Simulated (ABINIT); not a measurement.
PtSe2 (Sudovikovite):

```xyz
3
Lattice="3.7240 0.0000 0.0000 -1.8620 3.2251 0.0000 0.0000 0.0000 5.0620" Properties=species:S:1:pos:R:3 pbc="T T T"
Pt    0.0000    0.0000    0.0000
Se    1.8620    1.0750    3.7965
Se    0.0000    2.1501    1.2655
```

Base run:

```yaml
Program: ABINIT 10.8.3 (patched build)
Functional: PW91
Potentials_or_basis: JTH PAW PBE v2.0
Cutoff: 544 eV
k_mesh: 8 × 8 × 5
Occupations: fermi-dirac, width 0.05 eV
Spin: no spin polarisation
```

Its results: band gap on the k mesh none (metal or under the smearing width); pressure 7.9 GPa; largest force 0.725 eV/Å.

Question: After a change of settings the same cell gave: band gap on the k mesh none (metal or under the smearing width); pressure 2.8 GPa; largest force 0.448 eV/Å. Which change was it?
A. functional from PW91 to PBEsol
B. functional from PW91 to PBE; k mesh from 8 × 8 × 5 to 6 × 6 × 4
C. functional from PW91 to PBE; k mesh from 8 × 8 × 5 to 5 × 5 × 3
D. functional from PW91 to revPBE

Answer: A.

PBEsol binds more tightly than PW91, so the same cell stands under less pressure.

Caveats: the PAW data sets were made with another functional, which shifts forces and pressure a little; spin-orbit coupling is left out, which moves the levels of the heavy elements; the atomic spheres overlap.
